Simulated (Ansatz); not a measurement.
This is a single-point calculation with Ansatz on MgTe in the zincblende structure; the level of theory is r2SCAN. Cell and atoms come from a relaxation with r2SCAN.

input.yaml:
```yaml
crystal:
  lattice:
    - [0.0, 3.2331115455, 3.2331115455]
    - [3.2331115455, 0.0, 3.2331115455]
    - [3.2331115455, 3.2331115455, 0.0]
  atoms:
    - { symbol: Mg, position: [0.0, 0.0, 0.0] }
    - { symbol: Te, position: [0.25, 0.25, 0.25] }
kpoints:
  mp_grid: { grid: [8, 8, 8] }
  band_path:
    path:
      - [0.0, 0.0, 0.0]
      - [-0.5, -0.5, 0.0]
      - [-0.375, -0.375, 0.25]
      - [-0.375, 0.0, 0.375]
      - [0.0, 0.0, 0.5]
      - [-0.5, -0.25, 0.25]
    npoints: 1
hamiltonian:
  xc: r2scan
scf:
  occupations: { method: fixed }
  n_extra_bands: 4
output:
  forces: true
  stress: true
  eigenvalues: true
```

Run as `ansatz run input.yaml --threads 2 --pin off --max-ram 2211MiB --backend cpu --events-out ev --progress --plain --runs-dir out`. It took 4.5 s on 2 threads of Arm Neoverse V2, on a shared host, load about 0.3 per core; peak host memory 0.52 GiB.

The output, standing remarks left out:
```
scf.n_extra_bands = 4 over 13 filled bands (N_el = 26.0): the run solves 17 bands
Pseudopotential: Mg, paw, valence charge 10, recommended cutoff 500 eV (meta_gga)
Pseudopotential: Te, paw, valence charge 16, recommended cutoff 500 eV (meta_gga)
Functional definition: r2SCAN
Crystal: 2 atoms, lattice volume = 67.591 Å³
Basis set: ecut = 500 eV, 1687 PW (Γ)
Symmetry: 24 space group operations
Space group: F-43m (ITA 216)
k-points: 29 of 512 (time reversal used)
SCF 1 converged in 6 iterations: F = -8923.350191 eV  dr2 = 1.52e-8
Free energy (F): -8923.350191 eV
Fermi energy:    4.035679 eV
--- Forces (eV/Å), atoms counted from 1 ---
  atom   1  Mg      0.00000      0.00000      0.00000
  atom   2  Te      0.00000      0.00000      0.00000
--- Stress (GPa, compression-positive) ---
       -0.012712       0.000000       0.000000
        0.000000      -0.012712       0.000000
        0.000000       0.000000      -0.012712
  P = ⅓ Tr σ = -0.0127 GPa (-0.127 kbar)
```

Levels at the listed points, from bands.tsv (eV from the Fermi energy, bands near the gap, counted from 0):
```tsv
# k_distance	band_8	band_9	band_10	band_11	band_12	band_13	band_14	band_15	band_16
# fermi_ev = 4.035679
# [0, 0, 0] at k_distance = 0.000000
# [-0.5, -0.5, 0] at k_distance = 0.971693
# [-0.375, -0.375, 0.25] at k_distance = 1.315239
# [-0.375, 0, 0.375] at k_distance = 1.910277
# [0, 0, 0.5] at k_distance = 2.505315
# [-0.5, -0.25, 0.25] at k_distance = 3.192406
# levels_relative_to = fermi_ev
0.000	-35.766	-10.495	0.000	0.000	0.000	3.104	6.010	6.010	6.010
0.972	-35.766	-9.662	-3.033	-1.193	-1.193	3.230	4.051	10.465	10.465
1.315	-35.766	-9.676	-2.771	-1.956	-0.961	3.895	5.735	8.562	8.570
1.910	-35.766	-9.676	-2.771	-1.956	-0.961	3.895	5.735	8.562	8.570
2.505	-35.766	-9.874	-3.224	-0.421	-0.421	3.830	6.029	6.029	7.868
3.192	-35.766	-9.656	-2.649	-1.900	-1.450	4.957	6.266	6.825	6.922
```
In order the rows are Γ, X, U, K, L, W.

The r2SCAN gap is direct at Γ: 3.10 eV. The gap is the least over the mesh and the extra points. The mean stress is close to zero (-0.01 GPa).

The cell comes from a prototype generator: it can be a known phase or a hypothetical one. Spin polarisation is off.

No spin-orbit coupling is included; it can move band edges with weight on the heavy atoms by tenths of an eV.
